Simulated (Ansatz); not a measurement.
Te2Mo: single point with PBE

Crystal: Te2Mo.

```
CELL_PARAMETERS angstrom
6.33000 0.00000 0.00000
0.00000 3.46900 0.00000
-0.94679 0.00000 13.82762
ATOMIC_POSITIONS crystal
Te 0.94370 0.75000 0.60450
Te 0.05630 0.25000 0.39550
Te 0.90300 0.25000 0.85140
Te 0.09700 0.75000 0.14860
Te 0.41120 0.75000 0.89550
Te 0.58880 0.25000 0.10450
Te 0.44320 0.25000 0.64840
Te 0.55680 0.75000 0.35160
Mo 0.81670 0.75000 0.99260
Mo 0.18330 0.25000 0.00740
Mo 0.68190 0.25000 0.49340
Mo 0.31810 0.75000 0.50660
```

* Program: Ansatz 0.2.0
* Task: single point
* Functional: PBE
* Potentials or basis: Ansatz PAW
* Cutoff: 420 eV (not typed: the program's choice for these potentials)
* k mesh: 4 × 8 × 2
* Occupations: gaussian, width 0.015 eV
* Spin: no spin polarisation

The pressure is 2.5 GPa and the largest force is 0.151 eV/Å. The band gap on the k mesh is none (metal or under the smearing width).

Forces on the atoms (eV/Å):
```
Te   0.079  0.000  0.059
Te  -0.079  0.000 -0.059
Te  -0.002  0.000 -0.149
Te   0.002  0.000  0.149
Te   0.044  0.000 -0.020
Te  -0.044  0.000  0.020
Te  -0.018  0.000  0.108
Te   0.018  0.000 -0.108
Mo   0.092  0.000  0.022
Mo  -0.092  0.000 -0.022
Mo  -0.149  0.000  0.022
Mo   0.149  0.000 -0.022
```

Stress tensor (GPa, compression positive):
```
2.78 0.00 0.10
0.00 2.44 0.00
0.10 0.00 2.36
```

Levels at points of the mesh, in eV from the Fermi level:
```csv
k point,band 89,band 90,band 91,band 92,band 93,band 94,band 95,band 96
"(0.00, 0.00, 0.00)",-0.42,-0.11,0.10,0.12,0.45,0.69,0.91,1.00
"(0.00, 0.00, -0.50)",-0.06,-0.02,-0.01,-0.01,0.46,0.57,0.93,0.99
"(0.00, -0.50, 0.00)",-1.51,-1.51,-1.46,-1.46,1.03,1.03,1.17,1.17
"(0.00, -0.50, -0.50)",-1.55,-1.55,-1.47,-1.47,1.02,1.02,1.16,1.16
"(-0.50, 0.00, 0.00)",-0.86,-0.82,-0.65,-0.56,-0.06,0.00,0.90,0.92
"(-0.50, 0.00, -0.50)",-0.86,-0.81,-0.64,-0.41,-0.02,0.03,0.86,0.95
"(-0.50, -0.50, 0.00)",-1.06,-1.06,-0.97,-0.97,1.02,1.02,1.09,1.09
"(-0.50, -0.50, -0.50)",-1.05,-1.05,-0.97,-0.97,1.03,1.03,1.05,1.05
```

It took 32 s on 4 threads of Intel(R) Xeon(R) Processor @ 2.50GHz (Skylake/Cascade Lake), on a shared host, peak memory 1.4 GiB.

The run has no spin-orbit coupling, so splittings on Te are missing.
